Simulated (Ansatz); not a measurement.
# InP (F-43m) in Ansatz: notebook

One crystal, InP, is run at these levels: PBE+D4; tasks: single point, equation of state.

Program: Ansatz 0.2.0. These are calculated values, not measurements. Logs are shortened: lines on timing, memory, paths and dates and some standing lists are left out, and cuts for length are marked.

**Experimental background.**

A printed reference work, data compilation reports, for a bulk crystal of InP: bulk modulus 71 GPa.

The results are compared with them further down.

## (1) The crystal as given

It takes space group F-43m (No. 216, cubic). Conventional cell: a = 5.861 Å, b = 5.861 Å, c = 5.861 Å, α = 90.00°, β = 90.00°, γ = 90.00°. Around In (site symmetry -43m) lie 4 P at 2.54 Å. P (site symmetry -43m) is surrounded by 4 In at 2.54 Å.

## (2) Single point, PBE+D4, 23.66 Å³/atom (volume scaled by 0.94)

input.yaml

```yaml
crystal:
  lattice:
    - [0.0, 2.8706770916, 2.8706770916]
    - [2.8706770916, 0.0, 2.8706770916]
    - [2.8706770916, 2.8706770916, 0.0]
  atoms:
    - { symbol: In, position: [0.0, 0.0, 0.0] }
    - { symbol: P, position: [0.75, 0.75, 0.75] }
hamiltonian:
  xc: pbe
  pseudopotentials: { kind: paw }
  dispersion: d4
kpoints:
  mp_grid: { grid: [8, 8, 8] }
scf:
  occupations: { method: fermi_dirac, width: 0.05 }
output:
  forces: true
  stress: true
  eigenvalues: true
  write_density: true
  write_potential: true
  elf: true
  volumetric_format: npy
```

Potentials or basis: Ansatz PAW.

On the command line:

```bash
ansatz run input.yaml --threads 2 --pin off --max-ram 5120MiB --backend cpu --events-out ev --progress --plain --runs-dir out
```

The log of the run:

```text
Warning: RAYON_NUM_THREADS=2 ignored (pool sized by the plan → 2); use --threads N
Engine: ansatz 0.2.0, aarch64-unknown-linux-gnu
Pseudopotentials: kind: paw
Pseudopotential: In, paw, valence charge 13, recommended cutoff 420 eV (normal), In.paw.azcp
Pseudopotential: P, paw, valence charge 5, recommended cutoff 420 eV (normal), P.paw.azcp
Functional definition: PBE
  parameter kappa = 0.804
  parameter beta = 0.06672455060314922
  exchange = pbe_x(kappa = kappa, mu = beta*pi^2/3)
  correlation = pbe_c(beta = beta)
Crystal: 2 atoms, lattice volume = 47.313 Å³
Basis set: ecut = 420 eV, 941 PW (Γ), exchange–correlation on 60×60×60 points (8 copies of the dense FFT grid, shifted against one another)
Bands: 13, of which v1, the nominal top of the filled ones, is band 9 counted from 1 (8 counted from 0)
Symmetry: 24 space group operations
Space group: F-43m (ITA 216), of the structure as read, at distance tolerance 3.6e-5 Å
k-points: 29 of 512 (time reversal used)
Non-local potential: In, projectors of the file, l = 0: 2, l = 1: 2, l = 2: 2, l = 3: 2
Non-local potential: P, projectors of the file, l = 0: 2, l = 1: 2, l = 2: 2
PAW form: soft (Blöchl's): semilocal exchange-correlation on the pseudo side does not see the compensation charge
PAW one-centre angular grid: In, 590 points (default); XC on 64 Gauss nodes
PAW one-centre angular grid: P, 110 points (default); XC on 64 Gauss nodes
Initial density: superposition of atomic densities (neutral atoms: chi_scale 0, normalization atom), corrected by the library's trained network
Initial wavefunctions: pseudopotential atomic-orbital guess
Functional: x = pbe(κ = 0.804, μ = 0.2195149727645171), c = pbe(β = 0.06672455060314922)
SCF iter   1: F=—  HF=-6354.593298 eV  |F-HF|=—  |Δ(HF+E_count)|=         —  Δρ=1.92e-3  dr2=3.45e-3  ethr=1.77e-3  ⟨swp⟩=6.5  Hψ=2557  notcnv=0
preconditioner: auto → none  [insulator: Δε(μ)=1.039 eV  Ē_g=15.006 eV  σ=0.050 eV  W_gap=1.00  n_scr=14 (ndim 8)  ℏωp=22.9 eV  f_vac=0.012  D(μ)=0.00/eV (n_scr^D=0)  ε∞_Penn≈3.3]
SCF iter   2: F=—  HF=-6354.591133 eV  |F-HF|=—  |Δ(HF+E_count)|=   2.17e-3  Δρ=1.21e-3  dr2=6.67e-4  ethr=1.92e-5  ⟨swp⟩=2.1  Hψ=951  notcnv=0
SCF iter   3: F=—  HF=-6354.590927 eV  |F-HF|=—  |Δ(HF+E_count)|=   2.06e-4  Δρ=3.55e-4  dr2=5.83e-5  ethr=3.71e-6  ⟨swp⟩=2.1  Hψ=634  notcnv=0
SCF iter   4: F=—  HF=-6354.590952 eV  |F-HF|=—  |Δ(HF+E_count)|=   2.51e-5  Δρ=1.21e-4  dr2=5.24e-6  ethr=3.24e-7  ⟨swp⟩=2.0  Hψ=638  notcnv=0
SCF iter   5: F=—  HF=-6354.590952 eV  |F-HF|=—  |Δ(HF+E_count)|=   3.20e-7  Δρ=5.58e-5  dr2=1.40e-6  ethr=2.91e-8  ⟨swp⟩=2.0  Hψ=642  notcnv=0
SCF iter   6: F=-6354.590952 eV  HF=-6354.590952 eV  |F-HF|=2.59e-8  |Δ(HF+E_count)|=   2.62e-7  Δρ=1.14e-5  dr2=5.45e-8  ethr=5.56e-10  ⟨swp⟩=10.4  Hψ=3210  notcnv=0
SCF 1 converged in 6 iterations: F = -6354.590952 eV  dr2 = 5.45e-8
SCF converged after 6 iterations
Free energy (F): -6354.590952 eV
Harris-Foulkes:  -6354.590952 eV  (|F-HF|=2.59e-8)
Internal energy: -6354.590952 eV  (E = F + TS)
E sigma→0 (E₀):  -6354.590952 eV
Entropy (-TS):   -0.000000 eV (-0.000 meV/atom)
Fermi energy:    8.367322 eV
--- Per-component energies (eV) ---
  E_band       = -40.321126
  E_kinetic    = 315.904242
  E_local      = -1360.609400  (includes V_loc(G=0)·N_el)
  E_nonlocal   = 401.783774
  E_hartree    = 538.119777
  E_xc         = -277.643724
  E_vxc        = -161.266378  (∫ρ·V_xc dr)
  E_paw        = -4725.278608  (= ΣΔE_a)
  E_vpaw       = -312.380232  (= ΣTr[D̂ρ^β])
  E_aug_tail   = 0.000030  (compensation charges beyond the density's cutoff)
  E_ewald      = -1246.146996
  E_disp       = -0.720046  (pairwise vdW)
  E_smearing   = -0.000000  (= −TS)
  E_closure    = -0.000000  (closes the sum)
  Σ components = -6354.590952   (vs F -6354.590952, Δ=0.00e0)
--- Forces (eV/Å), atoms counted from 1 ---
  atom   1  In    -0.00000000     0.00000000     0.00000000
  atom   2  P      0.00000000    -0.00000000     0.00000000
  max |Σ_I F_I| component: 3.70e-17 eV/Å
--- Stress (GPa, compression-positive) ---
        6.068810       0.000000      -0.000000
        0.000000       6.068810       0.000000
       -0.000000       0.000000       6.068810
  P = ⅓ Tr σ = 6.0688 GPa (60.688 kbar)
--- Band table (eV; the first three rows and the last of 29) ---
  k-point 0: bands = ["-6.5177", "-6.5177", "-6.5177", "-6.3315", "-6.3315", "-4.1486", "7.8122", "7.8122", "7.8122", "8.8624", "11.8908", "11.8908", "11.8908"]
  k-point 1: bands = ["-6.5429", "-6.5085", "-6.5085", "-6.3315", "-6.3315", "-3.9511", "6.2744", "7.6052", "7.6052", "9.7175", "12.1040", "12.1906", "12.1906"]
  k-point 2: bands = ["-6.5990", "-6.4890", "-6.4890", "-6.3284", "-6.3284", "-3.3990", "4.2436", "7.1971", "7.1971", "9.7848", "12.6326", "12.6326", "13.3061"]
  k-point 28: bands = ["-6.7066", "-6.4431", "-6.4003", "-6.3576", "-6.3134", "-1.3798", "1.9487", "4.5913", "4.6104", "12.1008", "12.4379", "13.5260", "14.0062"]
```

It took 1.5 s on 2 threads of Arm Neoverse V2, shared host; peak memory 0.31 GiB.

Results:

```yaml
Free_energy: -6354.5910 eV
Pressure: 6.1 GPa
Band_gap_on_the_k_mesh: 1.05 eV, direct
```

Caveat: spin-orbit coupling is left out, which moves the levels of the heavy elements.

## (3) Single point, PBE+D4, 24.16 Å³/atom (volume scaled by 0.96)

input.yaml

```yaml
crystal:
  lattice:
    - [0.0, 2.8908937935, 2.8908937935]
    - [2.8908937935, 0.0, 2.8908937935]
    - [2.8908937935, 2.8908937935, 0.0]
  atoms:
    - { symbol: In, position: [0.0, 0.0, 0.0] }
    - { symbol: P, position: [0.75, 0.75, 0.75] }
hamiltonian:
  xc: pbe
  pseudopotentials: { kind: paw }
  dispersion: d4
kpoints:
  mp_grid: { grid: [8, 8, 8] }
scf:
  occupations: { method: fermi_dirac, width: 0.05 }
output:
  forces: true
  stress: true
  eigenvalues: true
```

Potentials or basis: Ansatz PAW.

On the command line:

```bash
ansatz run input.yaml --threads 2 --pin off --max-ram 5120MiB --backend cpu --events-out ev --progress --plain --runs-dir out
```

Run time: 1.1 s. Hardware: 2 threads of Arm Neoverse V2, shared host; peak memory 0.3 GiB.

The run converged. Its results:

* Free energy: -6354.6231 eV
* Pressure: 4.2 GPa
* Band gap on the k mesh: 0.94 eV, direct

Caveat: spin-orbit coupling is left out, which moves the levels of the heavy elements.

## (4) Single point, PBE+D4, 24.66 Å³/atom (volume scaled by 0.98)

input.yaml: that of step 3 with these lines changed.

```diff
@@ -2,5 +2,5 @@
   lattice:
-    - [0.0, 2.8908937935, 2.8908937935]
-    - [2.8908937935, 0.0, 2.8908937935]
-    - [2.8908937935, 2.8908937935, 0.0]
+    - [0.0, 2.9108316221, 2.9108316221]
+    - [2.9108316221, 0.0, 2.9108316221]
+    - [2.9108316221, 2.9108316221, 0.0]
   atoms:
```

On the command line:

```bash
ansatz run input.yaml --threads 2 --pin off --max-ram 5120MiB --backend cpu --events-out ev --progress --plain --runs-dir out
```

It took 1.1 s on 2 threads of Arm Neoverse V2, shared host; peak memory 0.31 GiB.

The run converged. Its results:

* Free energy: -6354.6443 eV
* Pressure: 2.5 GPa
* Band gap on the k mesh: 0.83 eV, direct

Caveat: spin-orbit coupling is left out, which moves the levels of the heavy elements.

## (5) Single point, PBE+D4, 25.17 Å³/atom

input.yaml: that of step 4 with these lines changed.

```diff
@@ -2,5 +2,5 @@
   lattice:
-    - [0.0, 2.9108316221, 2.9108316221]
-    - [2.9108316221, 0.0, 2.9108316221]
-    - [2.9108316221, 2.9108316221, 0.0]
+    - [0.0, 2.9305, 2.9305]
+    - [2.9305, 0.0, 2.9305]
+    - [2.9305, 2.9305, 0.0]
   atoms:
```

On the command line:

```bash
ansatz run input.yaml --threads 2 --pin off --max-ram 5120MiB --backend cpu --events-out ev --progress --plain --runs-dir out
```

It took 1.1 s on 2 threads of Arm Neoverse V2, shared host; peak memory 0.31 GiB.

It converged, with:

```yaml
Free_energy: -6354.6555 eV
Pressure: 1.1 GPa
Band_gap_on_the_k_mesh: 0.72 eV, direct
```

Caveat: spin-orbit coupling is left out, which moves the levels of the heavy elements.

## (6) Single point, PBE+D4, 25.67 Å³/atom (volume scaled by 1.02)

input.yaml: that of step 5 with these lines changed.

```diff
@@ -2,5 +2,5 @@
   lattice:
-    - [0.0, 2.9305, 2.9305]
-    - [2.9305, 0.0, 2.9305]
-    - [2.9305, 2.9305, 0.0]
+    - [0.0, 2.9499078504, 2.9499078504]
+    - [2.9499078504, 0.0, 2.9499078504]
+    - [2.9499078504, 2.9499078504, 0.0]
   atoms:
@@ -20 +20,5 @@
   eigenvalues: true
+  write_density: true
+  write_potential: true
+  elf: true
+  volumetric_format: npy
```

Potentials or basis: Ansatz PAW.

On the command line:

```bash
ansatz run input.yaml --threads 2 --pin off --max-ram 5120MiB --backend cpu --events-out ev --progress --plain --runs-dir out
```

Wall time 1.5 s (2 threads of Arm Neoverse V2, shared host); peak memory 0.32 GiB.

It converged, with:

| Item | Value |
| --- | --- |
| Free energy | -6354.6578 eV |
| Pressure | -0.3 GPa |
| Band gap on the k mesh | 0.61 eV, direct |

Caveat: spin-orbit coupling is left out, which moves the levels of the heavy elements.

## (7) Single point, PBE+D4, 26.17 Å³/atom (volume scaled by 1.04)

input.yaml

```yaml
crystal:
  lattice:
    - [0.0, 2.9690636329, 2.9690636329]
    - [2.9690636329, 0.0, 2.9690636329]
    - [2.9690636329, 2.9690636329, 0.0]
  atoms:
    - { symbol: In, position: [0.0, 0.0, 0.0] }
    - { symbol: P, position: [0.75, 0.75, 0.75] }
hamiltonian:
  xc: pbe
  pseudopotentials: { kind: paw }
  dispersion: d4
kpoints:
  mp_grid: { grid: [8, 8, 8] }
scf:
  occupations: { method: fermi_dirac, width: 0.05 }
output:
  forces: true
  stress: true
  eigenvalues: true
```

On the command line:

```bash
ansatz run input.yaml --threads 2 --pin off --max-ram 5120MiB --backend cpu --events-out ev --progress --plain --runs-dir out
```

Run time: 1.1 s. Hardware: 2 threads of Arm Neoverse V2, shared host; peak memory 0.31 GiB.

It converged, with:

```yaml
Free_energy: -6354.6523 eV
Pressure: -1.5 GPa
Band_gap_on_the_k_mesh: 0.50 eV, direct
```

Caveat: spin-orbit coupling is left out, which moves the levels of the heavy elements.

## (8) Single point, PBE+D4, 26.68 Å³/atom (volume scaled by 1.06)

input.yaml: that of step 7 with these lines changed.

```diff
@@ -2,5 +2,5 @@
   lattice:
-    - [0.0, 2.9690636329, 2.9690636329]
-    - [2.9690636329, 0.0, 2.9690636329]
-    - [2.9690636329, 2.9690636329, 0.0]
+    - [0.0, 2.9879753761, 2.9879753761]
+    - [2.9879753761, 0.0, 2.9879753761]
+    - [2.9879753761, 2.9879753761, 0.0]
   atoms:
@@ -20 +20,5 @@
   eigenvalues: true
+  write_density: true
+  write_potential: true
+  elf: true
+  volumetric_format: npy
```

On the command line:

```bash
ansatz run input.yaml --threads 2 --pin off --max-ram 5120MiB --backend cpu --events-out ev --progress --plain --runs-dir out
```

Wall time 1.6 s (2 threads of Arm Neoverse V2, shared host); peak memory 0.32 GiB.

Results (log left out):

* Free energy: -6354.6396 eV
* Pressure: -2.5 GPa
* Band gap on the k mesh: 0.40 eV, direct

Caveat: spin-orbit coupling is left out, which moves the levels of the heavy elements.

## (9) Equation of state, PBE+D4

Potentials or basis: Ansatz PAW.

No new run: the results of the series are fitted here.

Results:

```
Equilibrium volume                      : 25.56 Å³/atom
Bulk modulus                            : 66 GPa
Pressure derivative of the bulk modulus : 4.6
```

Energy against volume, from the lowest point:
| volume (Å³/atom) | energy (meV/atom) |
| --- | --- |
| 23.657 | 33.44 |
| 24.160 | 17.34 |
| 24.663 | 6.78 |
| 25.167 | 1.18 |
| 25.670 | 0.00 |
| 26.173 | 2.78 |
| 26.677 | 9.11 |

## (10) Against experiment

Step 9. A measured bulk modulus of InP is 71 GPa (a printed reference work, data compilation); the calculated 66 GPa misses it by -7.7 %. The fit is for a static lattice scaled at fixed shape and fixed fractional positions.
